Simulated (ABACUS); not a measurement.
Crystal: KBr.

```
Br K
1.0
     0.00000    3.30000    3.30000
     3.30000    0.00000    3.30000
     3.30000    3.30000    0.00000
Br K
1 1
Direct
  0.50000 0.50000 0.50000
  0.00000 0.00000 0.00000
```

- Program: ABACUS 3.10.1
- Task: relaxation of cell and atoms
- Functional: LDA
- Potentials or basis: GBRV ultrasoft 1.5 LDA
- Cutoff: 544 eV
- Density cutoff: 4354 eV
- Basis: plane waves
- k mesh: 6 × 6 × 6
- Occupations: fermi-dirac, width 0.05 eV
- Spin: no spin polarisation

At the start: pressure -2.2 GPa; volume 35.94 Å³/atom.

**Question.** Where does the relaxation end?

**Answer.** Over 3 steps the energy falls by 31.5 meV/atom and the volume is 31.87 Å³/atom (-11.3 %); space group Fm-3m (No. 225, to 0.05 Å).

Step by step:
```
step  energy change (eV)  largest force (eV/Å)  pressure (GPa)  volume (Å³)
   1              0.0000                0.0000           -2.25        71.87
   2             -0.0543                0.0000           -0.97        66.57
   3             -0.0630                0.0000           -0.02        63.74
```

Final structure:
```yaml
crystal:
  lattice:
    - [0.00000, 3.17054, 3.17054]
    - [3.17054, 0.00000, 3.17054]
    - [3.17054, 3.17054, 0.00000]
  atoms:
    - { symbol: Br, position: [0.50000, 0.50000, 0.50000] }
    - { symbol: K, position: [0.00000, 0.00000, 0.00000] }
```

Caveat: the volume moved by -11 % from the deposited cell, more than functionals usually miss.
